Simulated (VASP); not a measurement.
Wanted: the native input for a VASP 6.6.1 run.

```yaml
Task: electrostatic potential
Functional: PBE
Potentials_or_basis: VASP PAW PBE potentials, release 64 (Al, As)
Cutoff: 520 eV
k_mesh: 10 × 10 × 10
Occupations: gaussian, width 0.02 eV
Spin: no spin polarisation
Further_INCAR_settings: ALGO = Normal; EDIFF = 1e-06
```

The structure of AlAs lies in POSCAR:

```
AlAs                                    
1.0
   -0.0000000000      2.8330683440      2.8330683440
    2.8330683440     -0.0000000000      2.8330683440
    2.8330683440      2.8330683440      0.0000000000
  Al              As            
     1     1
Direct
     0.0000000000000000    0.0000000000000000    0.0000000000000000
     0.2500000000000000    0.2500000000000000    0.2500000000000000
```

The cell was built by a generator and needn't be a form met in nature.

The input as run:

INCAR

```
ALGO = Normal ; EDIFF = 1E-6
ENCUT = 520 ; GGA = PE
ISIF = 2 ; ISMEAR = 0
LASPH = T ; LCHARG = T
LREAL = F ; LVHAR = T
LWAVE = F ; NELM = 100
PREC = Accurate ; SIGMA = 0.02
```

KPOINTS

```
k-points
0
Gamma
  10 10 10
```

Potentials or basis: VASP PAW PBE potentials, release 64 (Al, As).

The run is started by

```sh
$ cat potpaw_PBE.64/Al/POTCAR potpaw_PBE.64/As/POTCAR > POTCAR
$ mpirun -np 1 vasp_std > vasp.out
```

It gave:

```json
{
  "Pressure": "2.6 GPa",
  "Band gap on the k mesh": "1.44 eV, indirect (least direct gap 2.04 eV)"
}
```

Run time: 22 s on 1 thread of AMD EPYC 7R43 64-Core Processor (Zen 3), with other jobs on the host, peak memory 0.14 GiB.
